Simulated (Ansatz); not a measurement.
Reactions of C3H3F3, SMILES `C=CC(F)(F)F`.

Calculated with Ansatz (gas phase, PBE0-D4/def2-TZVP geometries, no zero-point term in ΔE). CCSD(T)/CBS is the MP2 limit (def2-TZVPP, def2-QZVPP) plus CCSD(T) − MP2 in def2-TZVPP, frozen cores. This one scheme is used for every species. Functionals use def2-TZVPP. def2 core potentials past Kr. For Se, Te outer-core shells are correlated without core-valence functions, which leaves a few kJ/mol of doubt a bond. Scalar relativity is left out up to krypton. Each species was taken in one conformer, which may not be the lowest.

```
                                                  reaction  CCSD/CBS(def2) (kJ/mol)  B2PLYP (kJ/mol)  HF/CBS(def2) (kJ/mol)  MP2/CBS(def2) (kJ/mol)
`C=CC(F)(F)F` + `CC[SeH]` → `C=C[Se]CC` + trifluoromethane                       13               10                     26                       0
                `C=CC(F)(F)F` + HCl → `C=CC(F)(F)Cl` + H–F                       32               36                     61                      18
         `C=CC(F)(F)F` + H₂Te → `FC(F)(F)[TeH]` + ethylene                       48               46                     64                      42
       `C=CC(F)(F)F` + CH₃NH₂ → `C=CNC` + trifluoromethane                       15                6                     10                       9
          `C=CC(F)(F)F` + H₂ → trifluoromethane + ethylene                      -42              -43                    -60                     -35
```

Q: Give the CCSD(T)/CBS values in the same order. (Estimate.)

A: The calculation gave: 10, 28, 45, 15, -37 kJ/mol.

Largest T1 diagnostic: 0.012, for `FC(F)(F)[TeH]`.
